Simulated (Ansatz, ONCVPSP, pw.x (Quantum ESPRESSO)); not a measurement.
## tungsten (W): one change to the ONCV potential, in the atom and in the fcc crystal

ONCVPSP 4.0.1.1 (patched build) input, shortened (lines: element, Z, core and valence counts, functional; n l f; lmax; l rc ep ncon nbas qcut; lloc lpopt rc5 dvloc0; l nproj debl; icmod fcfact rcfact), PBE, scalar-relativistic:

```
  W 74.00   12    3        4      upf
    1    0    2.00
    2    0    2.00
    2    1    6.00
    3    0    2.00
    3    1    6.00
    3    2   10.00
    4    0    2.00
    4    1    6.00
    4    2   10.00
    4    3   14.00
    5    0    2.00
    5    1    6.00
    5    2    4.00
    6    0    1.00
    6    1    1.00
    2
    0    2.45    0.00    3    6    2.60
    1    3.40    0.00    4    7    2.10
    2    2.65    0.00    3    7    6.00
    4    3    2.00    2.00
    0    1    1.60
    1    2    1.70
    2    2    2.70
    1    0.55    0.00
```

Change: all radii but the core radius scaled by about 0.92 (s 2.24, p 3.12, d 2.42 bohr); local potential polynomial inside 1.84 bohr (lpopt 3, dvloc0 2 Ha).

Cutoffs, loose and tight: the cutoffs (Ha) at which the residual kinetic energy of the hardest occupied pseudo-wave falls to 1 and 0.1 mHa per electron. They do not see the model core or the augmentation charge, which bear on the density cutoff. Test errors are all-electron minus pseudo excitation energies from the reference, over the configurations 5d4 6s2 6p0; 5d4 6s1 6p0; 5d4 6s0 6p0; 5d4.5 6s1.5 6p0; variants that change the core or the reference have their own tests.

Crystal test: fcc W in pw.x 7.5, no spin, 14³ k-points, Fermi–Dirac smearing 0.01 Ry, cutoffs set for each file from its atomic test. The reference is all-electron LAPW (Ansatz 0.2.0) with the same functional, mesh and smearing; V0 and B0 come from Birch–Murnaghan fits to the pressures at five volumes. Errors are pseudo minus all-electron; Δ is the rms difference of the E(V) curves that follow from these fits, minima aligned, over ±6 % about the mean V0. Mesh and smearing are coarse, so the numbers serve the comparison and aren't converged zero-temperature values; the lattice is a test structure that the element need not adopt.

All-electron: a0 = 4.039 Å (V0 = 16.47 Å³/atom), B0 = 280.9 GPa.

Does the change bring the crystal closer to the all-electron result?

The mean pressure error goes from -3.51 to -5.53 GPa, so the change moves the solid further from the all-electron pressures.

| quantity | base | changed |
| --- | --- | --- |
| outcome (atom) | generated | generated |
| cutoff, loose (atom) | 12 Ha | 12 Ha |
| cutoff, tight (atom) | 14 Ha | 14 Ha |
| bound ghosts (atom) | none | none |
| largest test error (meV) (atom) | -33 | -32 over the solved tests; 1 of 4 tests not solved or not reliable |
| cutoffs in pw.x (Ry) | 50/200 | 50/200 |
| a0 (Å) | 4.022 | 4.012 |
| a0 error (%) | -0.43 | -0.68 |
| B0 error (%) | -1.7 | -1.1 |
| Δ (meV/atom) | 12.9 | 20.5 |
| mean pressure error (GPa) | -3.51 | -5.53 |

Base: The largest radius (3.40 bohr) exceeds half the bond length (2.70 bohr), so the spheres overlap, which is one possible source of error among others. Changed file: The largest radius (3.12 bohr) exceeds half the bond length (2.70 bohr), so the spheres overlap, which is one possible source of error among others. This is a poor potential for the solid. Atomic configuration tests: 1 of 4 tests not solved or not reliable.
